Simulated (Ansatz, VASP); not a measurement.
## Cross-check of HfO2 (1T-HfO2, 1 layer) between VASP and Ansatz

Wanted: the spread between two codes on one cell, functional and k mesh. Of the first pair: The structure shown is the start of the Ansatz relaxation below; VASP solves that cell, so the two are compared at the walk's first step.

Main program and level: Ansatz 0.2.0; plane waves, with VASP 6.6.1 beside it; single point at PBE.

## (1) Starting point

The cell holds 3 atoms: 2 O and 1 Hf. Its edges and angles: a = 3.240 Å, b = 3.240 Å, c = 24.519 Å, α = 90.0°, β = 90.0°, γ = 120.0°. Vacuum lies along c.

## (2) Ansatz: relaxation, PBE

Ansatz runs on its default PAW (the set named soft_2) files.

The two programs are compared at the cell with which this relaxation starts, whose forces are those of its first step.

Contents of input.yaml:

```yaml
crystal:
  lattice:
    - [3.24, 0.0, 0.0]
    - [-1.62, 2.8059223083, 0.0]
    - [0.0, 0.0, 24.5185908759]
  atoms:
    - { symbol: O, position: [0.6666666667, 0.3333333333, 0.4486391594] }
    - { symbol: Hf, position: [0.0, 0.0, 0.5] }
    - { symbol: O, position: [0.3333333333, 0.6666666667, 0.5513608406] }
kpoints:
  mp_grid: { grid: [12, 12, 1] }
hamiltonian:
  xc: pbe
scf:
  occupations: { method: fermi_dirac, width: 0.05 }
  convergence: { dr2_threshold: 1.0e-08 }
efield:
  axis: 3
  dipole_correction: true
  ramp_position: 0.97
  ramp_width: 0.04
relax:
  f_tol: 0.01
  cell: { fix: [c, alpha, beta] }
output:
  write_potential: true
  write_density: true
  volumetric_format: npy
```

Started as:

```sh
$ ansatz run input.yaml --threads 4 --pin off --max-ram 8192MiB --backend cpu --events-out ev --progress --plain --runs-dir out
```

Numbers of over 12 decimals in the logs are rounded to 6 here.

The log of the run:

```text
Warning: relax.cell: scf.convergence.dr2_threshold = 1e-8 eV is looser than the 3e-10 eV advised for a relaxation that steers and ends on the stress (1e-10 eV for each atom of the cell: 3). What an SCF threshold leaves in a stress goes as its square root, and in the free energy as the threshold itself, and one threshold admits the most on a small cell: [figures from the program's tests cut] Set scf.convergence.dr2_threshold to 3e-10 eV or tighter. The threshold is an SCF's pass mark: one that does not reach it within its budget of iterations ends unconverged, or closes short of it on a stop that the run arms, and scf.convergence.dr2_threshold's page says what that costs each kind of run
Engine: ansatz 0.2.0, aarch64-unknown-linux-gnu
Pseudopotentials: kind: paw
Pseudopotential: O, paw, valence charge 6, recommended cutoff 420 eV (normal), O.paw.azcp
Pseudopotential: Hf, paw, valence charge 26, recommended cutoff 420 eV (normal), Hf.paw.azcp
Functional definition: PBE
  parameter kappa = 0.804
  parameter beta = 0.066725
  exchange = pbe_x(kappa = kappa, mu = beta*pi^2/3)
  correlation = pbe_c(beta = beta)
Crystal: 3 atoms, lattice volume = 222.903 Å³
Basis set: ecut = 420 eV, 4461 PW (Γ), exchange–correlation on 48×48×360 points (8 copies of the dense FFT grid, shifted against one another)
Bands: 23, of which v1, the nominal top of the filled ones, is band 19 counted from 1 (18 counted from 0)
Symmetry: 6 space group operations
k-points: 19 of 144 (time reversal used)
Non-local potential: O, projectors of the file, l = 0: 2, l = 1: 2, l = 2: 1
Non-local potential: Hf, projectors of the file, l = 0: 3, l = 1: 2, l = 2: 2, l = 3: 3
PAW form: soft (Blöchl's): semilocal exchange-correlation on the pseudo side does not see the compensation charge
PAW one-centre angular grid: O, 110 points (default); XC on 64 Gauss nodes
PAW one-centre angular grid: Hf, 590 points (default); XC on 64 Gauss nodes
Initial density: superposition of atomic densities (neutral atoms: chi_scale 0, normalization atom), corrected by the library's trained network
Initial wavefunctions: pseudopotential atomic-orbital guess
Functional: x = pbe(κ = 0.804, μ = 0.219515), c = pbe(β = 0.066725)
SCF iter   1: F=—  HF=-16859.761791 eV  |F-HF|=—  |Δ(HF+E_count)|=         —  Δρ=2.15e-3  dr2=1.35e-2  ethr=1.77e-3  p=0.000 e·Å  D=1.54e-6 V/Å  ΔV_dip=-0.00 eV  dr2_dipole=3.99e-9  V_vac-E_F(+/−)=7.03/7.03 eV  ⟨swp⟩=7.5  Hψ=2226  notcnv=0
efield: sawtooth ramp at fractional position 0.9700 (set: `efield.ramp_position`, or a place that a band, a saddle search or an elastic batch's reference lends), width 0.0400; the density the first Hamiltonian is built on has a dipole p = 0.000 e·Å; the dipole correction subtracts the counter field D = 1.54e-6 V/Å, which shifts the + side's vacuum level by -0.00 eV against the − side's; the planar-averaged density in the ramp window peaks in size at 3.0e-6 e/Å³
preconditioner: auto → none  [insulator: Δε(μ)=3.186 eV  Ē_g=17.059 eV  σ=0.050 eV  W_gap=1.00  n_scr=14 (ndim 8)  ℏωp=14.9 eV  f_vac=0.790  D(μ)=0.00/eV (n_scr^D=0)  ε∞_Penn≈1.8]
SCF iter   2: F=—  HF=-16859.764232 eV  |F-HF|=—  |Δ(HF+E_count)|=   2.44e-3  Δρ=2.68e-3  dr2=1.81e-2  ethr=3.56e-5  p=-0.000 e·Å  D=-3.87e-5 V/Å  ΔV_dip=0.00 eV  dr2_dipole=3.45e-8  V_vac-E_F(+/−)=7.07/7.07 eV  ⟨swp⟩=2.6  Hψ=1039  notcnv=0
SCF iter   3: F=—  HF=-16859.760977 eV  |F-HF|=—  |Δ(HF+E_count)|=   3.26e-3  Δρ=5.30e-4  dr2=5.84e-4  ethr=3.56e-5  p=0.000 e·Å  D=1.86e-5 V/Å  ΔV_dip=-0.00 eV  dr2_dipole=1.85e-8  V_vac-E_F(+/−)=7.10/7.10 eV  ⟨swp⟩=2.0  Hψ=779  notcnv=0
SCF iter   4: F=—  HF=-16859.761379 eV  |F-HF|=—  |Δ(HF+E_count)|=   4.02e-4  Δρ=1.03e-4  dr2=1.89e-5  ethr=1.54e-6  p=-0.000 e·Å  D=-9.75e-5 V/Å  ΔV_dip=0.00 eV  dr2_dipole=4.05e-7  V_vac-E_F(+/−)=7.15/7.15 eV  ⟨swp⟩=2.7  Hψ=802  notcnv=0
SCF iter   5: F=—  HF=-16859.761483 eV  |F-HF|=—  |Δ(HF+E_count)|=   1.04e-4  Δρ=1.06e-4  dr2=4.98e-5  ethr=4.97e-8  p=0.000 e·Å  D=3.58e-4 V/Å  ΔV_dip=-0.01 eV  dr2_dipole=4.93e-6  V_vac-E_F(+/−)=7.16/7.17 eV  ⟨swp⟩=3.2  Hψ=904  notcnv=0
SCF iter   6: F=—  HF=-16859.761492 eV  |F-HF|=—  |Δ(HF+E_count)|=   8.85e-6  Δρ=1.01e-4  dr2=4.72e-5  ethr=4.97e-8  p=-0.000 e·Å  D=-3.50e-4 V/Å  ΔV_dip=0.01 eV  dr2_dipole=4.76e-6  V_vac-E_F(+/−)=7.17/7.16 eV  ⟨swp⟩=2.6  Hψ=763  notcnv=0
SCF iter   7: F=—  HF=-16859.761485 eV  |F-HF|=—  |Δ(HF+E_count)|=   6.58e-6  Δρ=4.41e-5  dr2=8.97e-6  ethr=4.97e-8  p=-0.000 e·Å  D=-1.51e-4 V/Å  ΔV_dip=0.00 eV  dr2_dipole=9.03e-7  V_vac-E_F(+/−)=7.17/7.16 eV  ⟨swp⟩=2.0  Hψ=494  notcnv=0
[...]
SCF 5 converged in 6 iterations: F = -16860.994160 eV  dr2 = 6.79e-9
relax step   5: F+E_penalty+E_count = -16860.99416000 eV  Δ(F+E_penalty+E_count) = -3.959e-4 eV  max|allowed force component| = 1.066e-3 eV/Å  Δτ_max = 0.0004 Å  P = -0.005 GPa  Ω = 224.495 Å³  energy of the carried Pulay correction = -1.227e-3 eV  fix = [c, alpha, beta]  reactions: c -0.009 GPa  (6 SCF iters, accepted)
Initial wavefunctions: pseudopotential atomic-orbital guess (no wavefunctions were taken with the density)
iter 1 solved again at ethr=6.44e-7 eV; its pass at ethr=3.10e-3 eV (dr2=2.45e-4 eV) is discarded
SCF iter   1: F=—  HF=-16860.995227 eV  |F-HF|=—  |Δ(HF+E_count)|=         —  Δρ=3.49e-5  dr2=2.59e-7  ethr=6.44e-7  p=-0.000 e·Å  D=-4.21e-6 V/Å  ΔV_dip=0.00 eV  dr2_dipole=4.57e-10  V_vac-E_F(+/−)=5.40/5.40 eV  ⟨swp⟩=4.1  Hψ=3506  notcnv=0
efield: sawtooth ramp at fractional position 0.9700 (set: `efield.ramp_position`, or a place that a band, a saddle search or an elastic batch's reference lends), width 0.0400; the density the first Hamiltonian is built on has a dipole p = -0.000 e·Å; the dipole correction subtracts the counter field D = -4.21e-6 V/Å, which shifts the + side's vacuum level by +0.00 eV against the − side's; the planar-averaged density in the ramp window peaks in size at 4.7e-7 e/Å³
eigensolver tolerance schedule: the retry pair's looser diagonalisation over-reported the residual by 941.62 of it (diagonalisation noise at 0.24 of the residual, at the tolerance the schedule requests for it); recorded, not acted on — ethr = c·dr2/N_el stays at c = 1.0e-1
preconditioner: auto → none  [insulator: Δε(μ)=4.833 eV  Ē_g=17.664 eV  σ=0.050 eV  W_gap=1.00  n_scr=14 (ndim 8)  ℏωp=14.9 eV  f_vac=0.805  D(μ)=0.00/eV (n_scr^D=0)  ε∞_Penn≈1.7]
SCF iter   2: F=—  HF=-16860.995309 eV  |F-HF|=—  |Δ(HF+E_count)|=   8.18e-5  Δρ=1.73e-5  dr2=1.32e-7  ethr=6.83e-10  p=0.000 e·Å  D=9.36e-6 V/Å  ΔV_dip=-0.00 eV  dr2_dipole=1.43e-9  V_vac-E_F(+/−)=5.40/5.40 eV  ⟨swp⟩=3.1  Hψ=1016  notcnv=0
SCF iter   3: F=—  HF=-16860.995375 eV  |F-HF|=—  |Δ(HF+E_count)|=   6.57e-5  Δρ=9.95e-6  dr2=1.20e-7  ethr=3.48e-10  p=-0.000 e·Å  D=-1.64e-5 V/Å  ΔV_dip=0.00 eV  dr2_dipole=5.56e-9  V_vac-E_F(+/−)=5.40/5.40 eV  ⟨swp⟩=2.8  Hψ=848  notcnv=0
SCF iter   4: F=—  HF=-16860.995404 eV  |F-HF|=—  |Δ(HF+E_count)|=   2.88e-5  Δρ=4.05e-6  dr2=4.19e-8  ethr=3.15e-10  p=0.000 e·Å  D=1.27e-5 V/Å  ΔV_dip=-0.00 eV  dr2_dipole=2.93e-9  V_vac-E_F(+/−)=5.40/5.40 eV  ⟨swp⟩=2.8  Hψ=746  notcnv=0
SCF iter   5: F=-16860.995411 eV  HF=-16860.995409 eV  |F-HF|=2.08e-6  |Δ(HF+E_count)|=   5.08e-6  Δρ=1.28e-6  dr2=1.09e-9  ethr=2.63e-11  p=0.000 e·Å  D=1.02e-6 V/Å  ΔV_dip=-0.00 eV  dr2_dipole=3.63e-12  V_vac-E_F(+/−)=5.40/5.40 eV  ⟨swp⟩=11.1  Hψ=3611  notcnv=0
SCF 6 converged in 5 iterations: F = -16860.995411 eV  dr2 = 1.09e-9
relax step   6: F+E_penalty+E_count = -16860.99541096 eV  Δ(F+E_penalty+E_count) = -1.251e-3 eV  max|allowed force component| = 8.869e-4 eV/Å  Δτ_max = 0.0000 Å  P = +0.008 GPa  Ω = 224.495 Å³  fix = [c, alpha, beta]  reactions: c -0.001 GPa  stress off target by 1.32e-2 GPa on what of the cell is left free  SCF on the basis re-selected at this cell (its energy is not comparable with the rows above)  (5 SCF iters)
basis re-selected at this cell: Δ(F+E_penalty+E_count) = -1.251e-3 eV, ΔP = +0.013 GPa vs the last step (what re-selecting the basis moved, of the pressure what is left beyond the Pulay correction that the steps carried, after the strain that the cell walked since its last selection, with what the two solves' SCF thresholds leave and, on support functions, any second-order correction that the steps lacked; it is no m [...]
WARN: The output density's exchange-correlation potential varies sharply where the density is thin. Do not read a vacuum level from v_tot or v_xc, or from such a field of the output density. On a cell that repeats whose density bears no net charge and no dipole along the vacuum's axis use v_es (v_loc + v_h of the components); under efield.dipole_correction with no amplitude use v_es + v_field, which holds any externa [...]
SCF converged after 5 iterations
Free energy (F): -16860.995411 eV
Harris-Foulkes:  -16860.995409 eV  (|F-HF|=2.08e-6)
Internal energy: -16860.995411 eV  (E = F + TS)
E sigma→0 (E₀):  -16860.995411 eV
Fermi energy:    -2.072089 eV
Dipole field:    D = -0.000001 V/Å  (p = -0.000002 e·Å, saw-weighted, corrected)
Work function:   Φ+ = 5.4028 eV   Φ− = 5.4028 eV
Levels:          The Fermi level and band energies are counted from a zero that moves with the ramp; work functions are not
--- Per-component energies (eV) ---
  E_band       = -690.529785
  E_kinetic    = 769.716934
  E_local      = -52904.460958  (includes V_loc(G=0)·N_el)
  E_nonlocal   = -1147.122476
  E_hartree    = 25845.636603
  E_xc         = -446.951272
  E_vxc        = -453.558916  (∫ρ·V_xc dr)
  E_paw        = -7243.173580  (= ΣΔE_a)
  E_vpaw       = 1353.615435  (= ΣTr[D̂ρ^β])
  E_aug_tail   = 0.004925  (compensation charges beyond the density's cutoff)
  E_efield     = 0.000000  (sawtooth field / dipole correction)
  E_vefield    = 0.000013  (∫n·V_field dr)
  E_ewald      = 18265.354412
  E_smearing   = -0.000000  (= −TS)
  E_closure    = -0.000000  (closes the sum)
  Σ components = -16860.995411   (vs F -16860.995411, Δ=0.00e0)
--- Forces (eV/Å), atoms counted from 1 ---
  atom   1  O      0.00000000     0.00000000     0.00088545
  atom   2  Hf     0.00000000     0.00000000     0.00000314
  atom   3  O      0.00000000    -0.00000000    -0.00088600
  max |Σ_I F_I| component: 2.59e-6 eV/Å
--- Stress (GPa, compression-positive) ---
        0.013228       0.000000       0.000000
        0.000000       0.013228       0.000000
        0.000000       0.000000      -0.001410
  P = ⅓ Tr σ = 0.0083 GPa (0.083 kbar)
--- Band table (eV; the first three rows and the last of 19) ---
  k-point 0: bands = [... 15 lower, -7.7149, -5.0979, -4.7229, -4.7229, 0.6189, 0.6189, 0.9641, 2.7827]
  k-point 1: bands = [... 15 lower, -7.6347, -5.0733, -4.9426, -4.8246, 0.6104, 0.7828, 1.1777, 2.8500]
  k-point 2: bands = [... 15 lower, -7.4337, -5.6775, -5.0665, -4.7541, 0.5531, 1.2002, 1.6096, 3.0010]
  k-point 18: bands = [... 15 lower, -7.3540, -5.5922, -5.5922, -5.1677, 0.5379, 1.8768, 1.8768, 5.4577]
--- Relaxed structure (5 steps of the walk, 5 accepted, 1 SCFs on fresh bases) ---
  F+E_penalty+E_count = -16860.99541096 eV   max|allowed force component| = 8.869e-4 eV/Å   (the final SCF, on the basis selected at the relaxed cell)
  cell:  # Å, volume = 224.4952 Å³
    - [3.251550, 8.548850930628489e-19, 0]
    - [-1.625775, 2.815925, 0]
    - [0, 0, 24.5185908759]
  atoms:
    - { symbol: O, position: [0.666667, 0.333333, 0.460436] }
    - { symbol: Hf, position: [0, 0, 0.500000] }
    - { symbol: O, position: [0.333333, 0.666667, 0.539564] }
```

The column dr2 measures how far the density is from self-consistency, as an energy; F and HF (Harris–Foulkes) agree once it is small.

## (3) VASP: single point, PBE, start cell, pair 1

The same cell, functional, mesh and smearing now go to VASP, with its own data sets.

Lines of VASP's logs that name or quote its potential files are left out, and so is its time.

Contents of INCAR:

```
SYSTEM = HfO2
PREC = Accurate
ENCUT = 520
EDIFF = 1E-06
NELM = 120
ISMEAR = -1
SIGMA = 0.05
LREAL = .FALSE.
ALGO = Normal
GGA = PE
NBANDS = 17
LASPH = .TRUE.
LORBIT = 11
LWAVE = .FALSE.
LCHARG = .FALSE.
ISIF = 2
LDIPOL = .TRUE.
IDIPOL = 3
DIPOL = 0.5 0.5 0.5
LVHAR = .TRUE.
GGA_COMPAT = .FALSE.
EFERMI = MIDGAP
NELMDL = -8
```

Contents of POSCAR:

```
HfO2
1.0
    3.2400000000      0.0000000000      0.0000000000
   -1.6200000000      2.8059220000      0.0000000000
    0.0000000000      0.0000000000     24.5185910000
O Hf
2 1
Direct
    0.6666666073      0.3333332145      0.4486391571
    0.3333333927      0.6666667855      0.5513608429
    0.0000000000      0.0000000000      0.4999999796
```

Contents of KPOINTS:

```
Automatic mesh
0
Gamma
12 12 1
0 0 0
```

PAW data sets: O and Hf_pv (PBE family, release 64).

Started as:

```sh
$ mpirun -np 1 vasp_std
```

The log of the run:

```text
[banner, memory and clock lines left out]
running    1 mpi-ranks, on    1 nodes
 distrk:  each k-point on    1 cores,    1 groups
 distr:  one band on    1 cores,    1 groups

 POSCAR found type information on POSCAR O Hf
 POSCAR found :  2 types and       3 ions
 LDA part: xc-table for (Slater+PW92), standard interpolation
 POSCAR, INCAR and KPOINTS ok, starting setup
 FFT: planning ... GRIDC
 FFT: planning ... GRID_SOFT
 FFT: planning ... GRID
 WAVECAR not read
 entering main loop
       N       E                     dE             d eps       ncg     rms          rms(c)
DAV:   1     0.134685520476E+03    0.13469E+03   -0.10266E+04   798   0.968E+02
DAV:   2    -0.147965316976E+02   -0.14948E+03   -0.14502E+03   894   0.217E+02
DAV:   3    -0.335394206090E+02   -0.18743E+02   -0.18671E+02   782   0.789E+01
DAV:   4    -0.338536393947E+02   -0.31422E+00   -0.31356E+00   991   0.113E+01
DAV:   5    -0.338567297963E+02   -0.30904E-02   -0.30882E-02   823   0.995E-01
DAV:   6    -0.338568196182E+02   -0.89822E-04   -0.89738E-04   987   0.152E-01
DAV:   7    -0.338568228327E+02   -0.32145E-05   -0.32139E-05   835   0.258E-02
DAV:   8    -0.338568229717E+02   -0.13901E-06   -0.13898E-06   923   0.522E-03    0.388E+01
DAV:   9    -0.290073183005E+02    0.48495E+01   -0.33417E+01   804   0.333E+01    0.424E+01
DAV:  10    -0.288818069721E+02    0.12551E+00   -0.12128E+00   785   0.696E+00    0.425E+01
DAV:  11    -0.290591504038E+02   -0.17734E+00   -0.79122E-02   918   0.237E+00    0.629E+01
DAV:  12    -0.285403357886E+02    0.51881E+00   -0.31815E+00   818   0.122E+01    0.148E+01
DAV:  13    -0.285094998632E+02    0.30836E-01   -0.12065E-01   843   0.240E+00    0.859E+00
DAV:  14    -0.285041388918E+02    0.53610E-02   -0.12224E-02   870   0.784E-01    0.318E+00
[...]
DAV:  20    -0.285027856252E+02   -0.64165E-04   -0.84043E-06   803   0.123E-02    0.449E-02
DAV:  21    -0.285028638118E+02   -0.78187E-04   -0.64390E-06   831   0.115E-02    0.158E-02
DAV:  22    -0.285028894523E+02   -0.25640E-04   -0.31447E-07   786   0.300E-03    0.112E-02
DAV:  23    -0.285029153689E+02   -0.25917E-04   -0.11057E-06   727   0.408E-03    0.863E-03
DAV:  24    -0.285029257316E+02   -0.10363E-04   -0.19337E-07   677   0.163E-03    0.331E-03
DAV:  25    -0.285029350087E+02   -0.92771E-05   -0.32121E-07   652   0.181E-03    0.113E-03
DAV:  26    -0.285029369117E+02   -0.19030E-05   -0.46381E-08   706   0.729E-04    0.677E-04
DAV:  27    -0.285029378258E+02   -0.91413E-06   -0.20958E-08   650   0.458E-04
   1 F= -.28502938E+02 E0= -.28502938E+02  d E =-.502585E-14
```

From OUTCAR (step 3):

```text
ion  position               nearest neighbor table
   1  0.667  0.333  0.449-   3 2.25   3 2.25   3 2.25
   2  0.333  0.667  0.551-   3 2.26   3 2.26   3 2.26
   3  0.000  0.000  0.500-   1 2.25   1 2.25   1 2.25   2 2.26   2 2.26   2 2.26

  LATTYP: Found a hexagonal cell.
 ALAT       =     3.2400000000
 C/A-ratio  =     7.5674663580

 Subroutine GETGRP returns: Found 12 space group operations
 (whereof 12 operations were pure point group operations)

The static configuration has the point symmetry D_3d.

 Found     19 irreducible k-points:

   k-points           NKPTS =     19   k-points in BZ     NKDIM =     19   number of bands    NBANDS=     17

   dimension x,y,z NGX =    24 NGY =   24 NGZ =  192
   dimension x,y,z NGXF=    48 NGYF=   48 NGZF=  384

   ENCUT  =  520.0 eV  38.22 Ry    6.18 a.u.   6.02  6.02 45.59*2*pi/ulx,y,z

   NELECT =      22.0000    total number of electrons

 k-points in reciprocal lattice and weights: Automatic mesh
   0.00000000  0.00000000  0.00000000       0.007
   0.08333333  0.00000000  0.00000000       0.042
   0.16666667  0.00000000  0.00000000       0.042
   0.25000000  0.00000000  0.00000000       0.042
   0.33333333  0.00000000  0.00000000       0.042
   0.41666667  0.00000000  0.00000000       0.042
   0.50000000  0.00000000  0.00000000       0.021
   0.08333333  0.08333333  0.00000000       0.042
   0.16666667  0.08333333  0.00000000       0.083
[...]
0.33333333  0.25000000  0.00000000       0.083
   0.33333333  0.33333333  0.00000000       0.014

 dipolmoment           0.000000      0.000000      0.000004 electrons x Angstroem

 average (electrostatic) potential at core
       1 -80.1133       2 -80.1132       3 -48.4726

 E-fermi :  -5.3965

 k-point     1 :       0.0000    0.0000    0.0000
  band No.  band energies     occupation
    ...
      7      -9.0692      2.00000
      8      -9.0692      2.00000
      9      -7.3587      2.00000
     10      -7.0186      2.00000
     11      -7.0186      2.00000
     12      -2.5346      0.00000
     13      -2.5346      0.00000
     14      -1.9132      0.00000
     15      -1.6383      0.00000
     16       1.0503      0.00000
    ...

 k-point     2 :       0.0833    0.0000    0.0000
  band No.  band energies     occupation
    ...
      7      -9.1611      2.00000
      8      -9.0160      2.00000
      9      -7.3100      2.00000
     10      -7.2385      2.00000
     11      -7.1000      2.00000
     12      -2.6403      0.00000
     13      -2.3945      0.00000
     14      -1.8979      0.00000
     15      -1.3355      0.00000
     16       0.5818      0.00000
    ...

 k-point     3 :       0.1667    0.0000    0.0000
  band No.  band energies     occupation
    ...
      7      -9.3022      2.00000
      8      -8.8855      2.00000
      9      -7.9316      2.00000
     10      -7.2864      2.00000
     11      -7.0749      2.00000
     12      -2.9157      0.00000
     13      -2.0169      0.00000
     14      -1.7996      0.00000
     15      -0.6402      0.00000
     16       0.3872      0.00000
    ...

  Total       -4.4553757     -4.4553747    -10.5974025     -0.0000000     -0.0000000      0.0000000
  in kB      -32.0242374    -32.0242303    -76.1717438     -0.0000000     -0.0000000      0.0000000
  external PRESSURE =     -46.7400705 kB  Pullay stress =       0.0000000 kB

  energy-cutoff  :      520.00
  volume of cell :      222.90
      direct lattice vectors                 reciprocal lattice vectors
     3.240000000  0.000000000  0.000000000     0.308641975  0.178194547  0.000000000
    -1.620000000  2.805922000  0.000000000     0.000000000  0.356389094  0.000000000
     0.000000000  0.000000000 24.518591000     0.000000000  0.000000000  0.040785378

 POSITION                                       TOTAL-FORCE (eV/Angst)
 -----------------------------------------------------------------------------------
      1.62000      0.93531     11.00000        -0.000000      0.000000      4.189379
     -0.00000      1.87062     13.51859         0.000000      0.000000     -4.189379
      0.00000      0.00000     12.25929        -0.000000      0.000000      0.000000
 -----------------------------------------------------------------------------------
    total drift:                                0.000000     -0.000000      0.000524

  FREE ENERGIE OF THE ION-ELECTRON SYSTEM (eV)
  ---------------------------------------------------
  free  energy   TOTEN  =       -28.5029378258 eV

  energy  without entropy=      -28.5029378258  energy(sigma->0) =      -28.50293783

 vacuum level on the upper side and lower side of the slab         1.843         1.843

 total charge
# of ion       s       p       d       tot
------------------------------------------
    1        1.572   3.357   0.000   4.929
    2        1.572   3.357   0.000   4.929
    3        0.286   6.493   1.294   8.073
--------------------------------------------------
tot          3.430  13.206   1.294  17.930

[... 3 further parts left out ...]
```

[end of part 1 of 2]

[Lines on the potential files, build, host, timing and source positions are cut from VASP's logs without a mark.]

[Logs are printed without paths, hosts, clocks, repeated set-up lines and the standing remarks that a program may print on its own settings, such as how far it seeks lower states.]

[Hosts, paths, dates, database ids (printed as entryN), source tags and the programs' standing remarks are cut or masked in the printed files.]
